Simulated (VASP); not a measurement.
# H13O6F in VASP: a series of runs

One crystal, H13O6F, is run at these levels: LDA; tasks: molecular dynamics, single point.

Everything below comes from runs of VASP 6.6.1. Logs are shortened: lines on timing, memory, paths and dates and some standing lists are left out, and cuts for length are marked.

### Step 1. The structure

The cell holds a amorphous, 20 atoms: a = 6.175 Å, b = 6.175 Å, c = 6.175 Å, α = 90.00°, β = 90.00°, γ = 90.00°.

The cell was built by a generator and needn't be a form met in nature.

### Step 2. Molecular dynamics, LDA

The input, INCAR:

```
ALGO = Normal
EDIFF = 1E-5
ENCUT = 520
IBRION = 0
ISIF = 2
ISMEAR = -1
ISYM = 0
LANGEVIN_GAMMA = 20 20 20
LASPH = T
LCHARG = F
LREAL = Auto
LWAVE = F
MDALGO = 3
NBANDS = 44
NELM = 80
NELMIN = 4
NSW = 40
POTIM = 0.5
PREC = Accurate
RANDOM_SEED = 832579 0 0
SIGMA = 0.05
TEBEG = 700.0
TEEND = 700.0
```

The input, KPOINTS:

```
k-points
0
Gamma
  1 1 1
```

The input, POSCAR:

```
H13O6F
1.0
    6.1745050000      0.0000000000      0.0000000000
    0.0000000000      6.1745050000      0.0000000000
    0.0000000000      0.0000000000      6.1745050000
O H F
6 13 1
Direct
    0.8853226000      0.2442469900      0.5594948700
    0.6407379000      0.5872789400      0.5410517600
    0.3167122400      0.6408919200      0.7815990300
    0.2110572700      0.8797934600      0.3908519000
    0.8568823700     -0.0099258800      0.1922099400
    0.3999908400      0.6017976700      0.1781925800
    1.0262768000      0.2772303900      0.4894176900
    0.8204100600      0.1394045100      0.4570151300
    0.5865241400      0.5891108900      0.3905594300
    0.7357222800      0.4531648100      0.5531446000
    0.2434981300      0.7592688300      0.7080451600
    0.4521251700      0.6116337000      0.6874743000
    0.3008330600      0.7579554600      0.2944731400
    0.0576176200      0.8727834500      0.3367858600
    0.9421976500      0.1022761600      0.1172622700
    0.7627831300     -0.0784235100      0.0876722700
    0.3609275900      0.6233632000      0.0104280000
    0.3331646500      0.4560397300      0.2200973000
    0.2428056200      0.0524250900      0.3455467100
    0.2176188800      0.2443470800      0.2917036700
```

Potentials or basis: VASP PAW LDA potentials, release 64 (O, H, F).

Started as:

```bash
> cat potpaw_LDA.64/O/POTCAR potpaw_LDA.64/H/POTCAR potpaw_LDA.64/F/POTCAR > POTCAR
> mpirun -np 1 vasp_gam > vasp.out
```

OUTCAR:

```text
EDIFF = 1E-5
   ENCUT = 520
   IBRION = 0
   ISIF = 2
   ISMEAR = -1
   ISYM = 0
   LASPH = T
   LREAL = Auto
   NELM = 80
   NELMIN = 4
   NSW = 40
   POTIM = 0.5
   PREC = Accurate
   TEBEG = 700.0

 ion  position               nearest neighbor table
   1  0.885  0.244  0.559-   8 0.99   7 0.99
   2  0.641  0.587  0.541-   9 0.99  10 1.02
   3  0.317  0.641  0.782-  11 0.97  12 1.03
   4  0.211  0.880  0.391-  14 1.01  13 1.11  19 1.12
   5  0.857  0.990  0.192-  16 0.97  15 0.99
   6  0.400  0.602  0.178-  18 1.02  17 1.07  13 1.35
   7  0.026  0.277  0.489-   1 0.99
   8  0.820  0.139  0.457-   1 0.99
   9  0.587  0.589  0.391-   2 0.99
  10  0.736  0.453  0.553-   2 1.02
  11  0.243  0.759  0.708-   3 0.97
  12  0.452  0.612  0.687-   3 1.03
  13  0.301  0.758  0.294-   4 1.11   6 1.35
  14  0.058  0.873  0.337-   4 1.01
  15  0.942  0.102  0.117-   5 0.99
  16  0.763  0.922  0.088-   5 0.97
  17  0.361  0.623  0.010-   6 1.07
  18  0.333  0.456  0.220-   6 1.02
  19  0.243  0.052  0.346-   4 1.12  20 1.24
  20  0.218  0.244  0.292-  19 1.24

IMPORTANT INFORMATION: All symmetrisations will be switched off!
NOSYMM: (Re-)initialisation of all symmetry stuff for point group C_1.

----------------------------------------------------------------------------------------

                                     Primitive cell

  volume of cell :     235.4000

  direct lattice vectors                    reciprocal lattice vectors
     6.174505000  0.000000000  0.000000000     0.161956303  0.000000000  0.000000000
     0.000000000  6.174505000  0.000000000     0.000000000  0.161956303  0.000000000
     0.000000000  0.000000000  6.174505000     0.000000000  0.000000000  0.161956303

  length of vectors
     6.174505000  6.174505000  6.174505000     0.161956303  0.161956303  0.161956303

  position of ions in fractional coordinates (direct lattice)
     0.885322600  0.244246990  0.559494870
     0.640737900  0.587278940  0.541051760
     0.316712240  0.640891920  0.781599030
     0.211057270  0.879793460  0.390851900
     0.856882370  0.990074120  0.192209940
     0.399990840  0.601797670  0.178192580
[... 12 lines left out ...]
     0.242805620  0.052425090  0.345546710
     0.217618880  0.244347080  0.291703670

  ion indices of the primitive-cell ions
   primitive index   ion index
                 1           1
                 2           2
                 3           3
                 4           4
                 5           5
                 6           6
[... 12 lines left out ...]
                19          19
                20          20

----------------------------------------------------------------------------------------

 KPOINTS: k-points

Automatic generation of k-mesh.
 Grid dimensions read from file:
 generate k-points for:    1    1    1

 Generating k-lattice:

  Cartesian coordinates                     Fractional coordinates (reciprocal lattice)
     0.161956303  0.000000000  0.000000000     1.000000000  0.000000000  0.000000000
     0.000000000  0.161956303  0.000000000     0.000000000  1.000000000  0.000000000
     0.000000000  0.000000000  0.161956303     0.000000000  0.000000000  1.000000000

  Length of vectors
     0.161956303  0.161956303  0.161956303

  Shift w.r.t. Gamma in fractional coordinates (k-lattice)
     0.000000000  0.000000000  0.000000000

 Subroutine IBZKPT returns following result:
 ===========================================

 Found      1 irreducible k-points:

 Following reciprocal coordinates:
            Coordinates               Weight
  0.000000  0.000000  0.000000      1.000000
   k-points           NKPTS =      1   k-points in BZ     NKDIM =      1   number of bands    NBANDS=     44
   number of dos      NEDOS =    301   number of ions     NIONS =     20
   total plane-waves  NPLWV = 110592
   dimension x,y,z NGX =    48 NGY =   48 NGZ =   48
   dimension x,y,z NGXF=    96 NGYF=   96 NGZF=   96
   ions per type =               6  13   1
   NGX,Y,Z   is equivalent  to a cutoff of  12.92, 12.92, 12.92 a.u.
   NGXF,Y,Z  is equivalent  to a cutoff of  25.85, 25.85, 25.85 a.u.
 SYSTEM =  unknown system
   PREC   = accura    normal or accurate (medium, high low for compatibility)
   ISTART =      0    job   : 0-new  1-cont  2-samecut
   ICHARG =      2    charge: 1-file 2-atom 10-const
   ISPIN  =      1    spin polarized calculation?
   LNONCOLLINEAR =      F non collinear calculations
   LSORBIT =      F    spin-orbit coupling
   LASPH  =      T    aspherical Exc in radial PAW
   ENCUT  =  520.0 eV  38.22 Ry    6.18 a.u.  11.48 11.48 11.48*2*pi/ulx,y,z
   NELM   =     80;   NELMIN=  4; NELMDL= -5     # of ELM steps
   EDIFF  = 0.1E-04   stopping-criterion for ELM
   LREAL  =      T    real-space projection
   EDIFFG = 0.1E-03   stopping-criterion for IOM
   NSW    =     40    number of steps for IOM
   IBRION =      0    ionic relax: 0-MD 1-quasi-New 2-CG
   NFREE  =      0    steps in history (QN), initial steepest desc. (CG)
   ISIF   =      2    stress and relaxation
   ISYM   =      0    0-nonsym 1-usesym 2-fastsym
   POTIM  = 0.5000    time-step for ionic-motion
   TEBEG  =  700.0;   TEEND  = 700.0 temperature during run
   PSTRESS=    0.0 pullay stress
   NELECT =      56.0000    total number of electrons
   NUPDOWN=      -1.0000    fix difference up-down
   EMIN   =  10.00;   EMAX   =-10.00  energy-range for DOS
   EFERMI =   0.00;   METHOD = LEGACY
   ISMEAR =    -1;   SIGMA  =   0.05  broadening in eV -4-tet -1-fermi 0-gaus
   EFERMI_NEDOS =   21; number of points for ismear=-14 and -15
   IALGO  =     38    algorithm
   IMIX   =      4    mixing-type and parameters
     AMIX     =   0.40;   BMIX     =  1.00
     AMIX_MAG =   1.60;   BMIX_MAG =  1.00
  volume/ion in A,a.u.               =      11.77        79.43
  Fermi-wavevector in a.u.,A,eV,Ry     =   1.014383  1.916906 14.000030  1.028973
  Thomas-Fermi vector in A             =   2.147607
   LORBIT       =      0    0 simple, 1 ext, 2 COOP (PROOUT), +10 PAW based schemes
   GGA     = CA    functional components
   LHFCALC =     F    Hartree Fock is set to
   AEXX    =    0.0000 exact exchange contribution
   IVDW    =     0    specifies the selected vdW correction
   LEPSILON=     F    determine dielectric tensor
   LRPA    =     F    only Hartree local field effects (RPA)
 molecular dynamics for ions
 non-spin polarized calculation
  energy-cutoff  :      520.00
  volume of cell :      235.40
 maximum number of plane-waves:      3178
 NGX is ok and might be reduce to    48
   NGX = 23   NGY = 23   NGZ = 23

--------------------------------------- Ionic step        1  -------------------------------------------

 number of electron      55.9999995 magnetization

 Free energy of the ion-electron system (eV)
  ---------------------------------------------------
  ext. energy  EPLUGINS =         0.00000000
  ---------------------------------------------------
  free energy    TOTEN  =      -102.76911452 eV

  energy without entropy =     -102.76911452  energy(sigma->0) =     -102.76911452

------------------------ aborting loop because EDIFF is reached ----------------------------------------

  FORCE on cell =-STRESS in cart. coord.  units (eV):
  Direction    XX          YY          ZZ          XY          YZ          ZX
  --------------------------------------------------------------------------------------
  -------------------------------------------------------------------------------------
  Total       -0.0191541     -0.5076622     -1.2321687     -0.7207939      0.3337830     -0.0888767
  in kB       -0.1303666     -3.4552457     -8.3863756     -4.9058612      2.2717907     -0.6049121
  external PRESSURE =      -3.9906626 kB  Pullay stress =       0.0000000 kB
[... 169 lines left out ...]
  ENERGY OF THE ELECTRON-ION-THERMOSTAT SYSTEM (eV)
  ---------------------------------------------------
% ion-electron   TOTEN  =      -102.609422  see above
  kinetic energy EKIN   =         1.727708
  kin. lattice  EKIN_LAT=         0.000000  (temperature  668.30 K)
  nose potential ES     =         0.000000
  nose kinetic   EPS    =         0.000000
  ---------------------------------------------------
  total energy   ETOTAL =      -100.881714 eV

[... ionic steps 4 to 37 ...]

--------------------------------------- Ionic step       38  -------------------------------------------

 number of electron      55.9999980 magnetization

------------------------ aborting loop because EDIFF is reached ----------------------------------------

  FORCE on cell =-STRESS in cart. coord.  units (eV):
  Direction    XX          YY          ZZ          XY          YZ          ZX
  --------------------------------------------------------------------------------------
  -------------------------------------------------------------------------------------
  Total        0.1220611     -0.7717153     -0.6824824      0.0973993      0.9480832      0.1973621
  in kB        0.8307714     -5.2524420     -4.6451056      0.6629182      6.4528355      1.3432843
  external PRESSURE =      -3.0222587 kB  Pullay stress =       0.0000000 kB
[... 105 lines left out ...]
  ENERGY OF THE ELECTRON-ION-THERMOSTAT SYSTEM (eV)
  ---------------------------------------------------
% ion-electron   TOTEN  =      -102.072743  see above
  kinetic energy EKIN   =         1.705987
  kin. lattice  EKIN_LAT=         0.000000  (temperature  659.90 K)
  nose potential ES     =         0.000000
  nose kinetic   EPS    =         0.000000
  ---------------------------------------------------
  total energy   ETOTAL =      -100.366756 eV

--------------------------------------- Ionic step       40  -------------------------------------------

 number of electron      55.9999982 magnetization

 Free energy of the ion-electron system (eV)
  ---------------------------------------------------
  ext. energy  EPLUGINS =         0.00000000
  ---------------------------------------------------
  free energy    TOTEN  =      -102.07913632 eV

  energy without entropy =     -102.07913632  energy(sigma->0) =     -102.07913632

 E-fermi :  -3.0143     XC(G=0):  -6.5266

 val. band max:       -4.2487126766   @ k =   0.0000   0.0000   0.0000
 cond. band min:       0.1758172876   @ k =   0.0000   0.0000   0.0000
 fundamental gap:      4.4245299642
 Fermi energy:        -3.0142513211

 k-point     1 :       0.0000    0.0000    0.0000
  band No.  band energies     occupation
      1     -23.9630      2.00000
      2     -23.4070      2.00000
      3     -23.3253      2.00000
      4     -22.6530      2.00000
      5     -22.1923      2.00000
      6     -21.7034      2.00000
[... 32 lines left out ...]
     39       6.6552      0.00000
     40       6.9930      0.00000
 [bands above 40 left out]

------------------------ aborting loop because EDIFF is reached ----------------------------------------

  FORCE on cell =-STRESS in cart. coord.  units (eV):
  Direction    XX          YY          ZZ          XY          YZ          ZX
  --------------------------------------------------------------------------------------
  -------------------------------------------------------------------------------------
  Total       -0.7951603     -1.7807665     -0.1940351     -0.8435302      1.2322044     -0.7261420
  in kB       -5.4120132    -12.1202373     -1.3206402     -5.7412278      8.3866186     -4.9422609
  external PRESSURE =      -6.2842969 kB  Pullay stress =       0.0000000 kB
[... 41 lines left out ...]
  ENERGY OF THE ELECTRON-ION-THERMOSTAT SYSTEM (eV)
  ---------------------------------------------------
% ion-electron   TOTEN  =      -102.079136  see above
  kinetic energy EKIN   =         1.758244
  kin. lattice  EKIN_LAT=         0.000000  (temperature  680.12 K)
  nose potential ES     =         0.000000
  nose kinetic   EPS    =         0.000000
  ---------------------------------------------------
  total energy   ETOTAL =      -100.320892 eV
```

Wall time 4 min (1 thread of Intel Xeon Platinum 8375C at 2.90GHz (Ice Lake), shared host); peak memory 0.26 GiB.

(Continued in part 2 of 2.)
